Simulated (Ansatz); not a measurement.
BeS in Ansatz: the effect of functional

The system is BeS.

```xyz
2
Lattice="0.0000 2.4726 2.4726 2.4726 0.0000 2.4726 2.4726 2.4726 0.0000" Properties=species:S:1:pos:R:3 pbc="T T T"
S     3.7088    3.7088    3.7088
Be    0.0000    0.0000    0.0000
```

The cell isn't the ideal one: volume scaled by 1.06.

Alike in all runs:

| Property | Result |
| --- | --- |
| Program | Ansatz 0.2.0 |
| Task | single point |
| Potentials or basis | Ansatz PAW |
| k mesh | 9 × 9 × 9 |
| Occupations | fermi-dirac, width 0.05 eV |
| Spin | no spin polarisation |

```csv
functional,cutoff,gap on the mesh (eV),pressure (GPa)
LDA,420 eV (not typed: the program's choice for these potentials),3.10,-7.9
PBEsol,420 eV (not typed: the program's choice for these potentials),3.14,-5.6
r2SCAN,500 eV (not typed: the program's choice for these potentials),?,?
```

Question: What does the run with functional r2SCAN give?

Answer: gap on the mesh 3.78 eV; pressure -4.2 GPa.

Caveats: odd divisions of the mesh miss points on the zone boundary, where band edges often lie, so the gap on the mesh can be too wide; the PAW data sets come from PBE, with cores solved anew for the run's functional, which leaves a small shift of forces and pressure.

A k mesh can miss the band edges.

Runs at the PBE level aren't shown here.
